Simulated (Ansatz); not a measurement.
Input, command and steps of an Ansatz relaxation.

```yaml
crystal:
  lattice:
    - [5.749591947, 0.0, 0.0]
    - [-2.8747959735, 4.9792926875, 0.0]
    - [0.0, 0.0, 4.6286409163]
  atoms:
    - { symbol: Mn, position: [0.8379945258, 0.6759890516, 0.25], spin: 3.24 }
    - { symbol: Mn, position: [0.1620054742, 0.8379945258, 0.75], spin: 3.24 }
    - { symbol: Mn, position: [0.3240109484, 0.1620054742, 0.25], spin: 3.24 }
    - { symbol: Mn, position: [0.1620054742, 0.3240109484, 0.75], spin: 3.24 }
    - { symbol: Mn, position: [0.8379945258, 0.1620054742, 0.25], spin: 3.24 }
    - { symbol: Mn, position: [0.6759890516, 0.8379945258, 0.75], spin: 3.24 }
    - { symbol: Sn, position: [0.3333333333, 0.6666666667, 0.25], spin: -0.14 }
    - { symbol: Sn, position: [0.6666666667, 0.3333333333, 0.75], spin: -0.14 }
basis:
  ecutwfc: 420
kpoints:
  mp_grid: { grid: [6, 6, 8] }
hamiltonian:
  xc: pbe
scf:
  occupations: { method: gaussian, width: 0.1 }
output:
  forces: true
  stress: true
  eigenvalues: true
  populations: true
magnetization:
  spin_polarized: true
relax:
  adjacent_minimum: "off"
  f_tol: 0.01
  max_steps: 30
  cell: { stress_tol: 0.1, fix: [volume] }
```

```bash
ansatz run input.yaml --threads 2 --pin off --max-ram 5120MiB --backend cpu --events-out ev --progress --plain --runs-dir out
```

Computed with DFT PBE, scalar-relativistic, plane waves, PAW in Ansatz.

The volume is held at 1.1 times that of the relaxed cell.

Of 3 frames 3 are shown, positions in Å and forces in eV/Å; the SCF threshold varies from step to step. Steps run on the plane waves of an earlier cell, with a Pulay correction in the pressure. The basis is chosen afresh for the last frame, the zero of the energies, and at times for earlier ones too; energy and pressure step there, also at an unchanged geometry.

```xyz
8
Lattice="5.7496 0.0000 0.0000 -2.8748 4.9793 0.0000 0.0000 0.0000 4.6286" Properties=species:S:1:pos:R:3:forces:R:3 pbc="T T T" step=1 free_energy_over_end_meV_per_atom=0.02 pressure_GPa=-7.31
Mn    2.8748    3.3659    1.1572    0.0000   -0.0172    0.0000
Mn   -1.4776    4.1726    3.4715    0.0149   -0.0086    0.0000
Mn    1.3972    0.8067    1.1572    0.0149    0.0086    0.0000
Mn    0.0000    1.6133    3.4715    0.0000    0.0172    0.0000
Mn    4.3524    0.8067    1.1572   -0.0149    0.0086    0.0000
Mn    1.4776    4.1726    3.4715   -0.0149   -0.0086    0.0000
Sn    0.0000    3.3195    1.1572    0.0000    0.0000    0.0000
Sn    2.8748    1.6598    3.4715    0.0000    0.0000    0.0000
8
Lattice="5.7517 0.0000 0.0000 -2.8759 4.9811 0.0000 0.0000 0.0000 4.6252" Properties=species:S:1:pos:R:3:forces:R:3 pbc="T T T" step=2 free_energy_over_end_meV_per_atom=0.00 pressure_GPa=-7.30
Mn    2.8759    3.3650    1.1563    0.0000    0.0002    0.0000
Mn   -1.4762    4.1730    3.4689   -0.0001    0.0001    0.0000
Mn    1.3996    0.8081    1.1563   -0.0001   -0.0001    0.0000
Mn    0.0000    1.6162    3.4689    0.0000   -0.0002    0.0000
Mn    4.3521    0.8081    1.1563    0.0001   -0.0001    0.0000
Mn    1.4762    4.1730    3.4689    0.0001    0.0001    0.0000
Sn    0.0000    3.3208    1.1563    0.0000    0.0000    0.0000
Sn    2.8759    1.6604    3.4689    0.0000    0.0000    0.0000
8
Lattice="5.7517 0.0000 0.0000 -2.8759 4.9811 0.0000 0.0000 0.0000 4.6252" Properties=species:S:1:pos:R:3:forces:R:3 pbc="T T T" step=3 free_energy_over_end_meV_per_atom=0.00 pressure_GPa=-7.30
Mn    2.8759    3.3650    1.1563    0.0000    0.0001    0.0000
Mn   -1.4762    4.1730    3.4689   -0.0001    0.0001    0.0000
Mn    1.3996    0.8081    1.1563   -0.0001   -0.0001    0.0000
Mn    0.0000    1.6162    3.4689    0.0000   -0.0001    0.0000
Mn    4.3521    0.8081    1.1563    0.0001   -0.0001    0.0000
Mn    1.4762    4.1730    3.4689    0.0001    0.0001    0.0000
Sn    0.0000    3.3208    1.1563    0.0000    0.0000    0.0000
Sn    2.8759    1.6604    3.4689    0.0000    0.0000    0.0000
```

It took 81 s on 2 threads of Arm Neoverse V2, with other jobs on the host, peak memory 0.87 GiB.

The state reached may not be the lowest one. The program reads another magnetic order as possibly lower. Only parallel moments were tried here.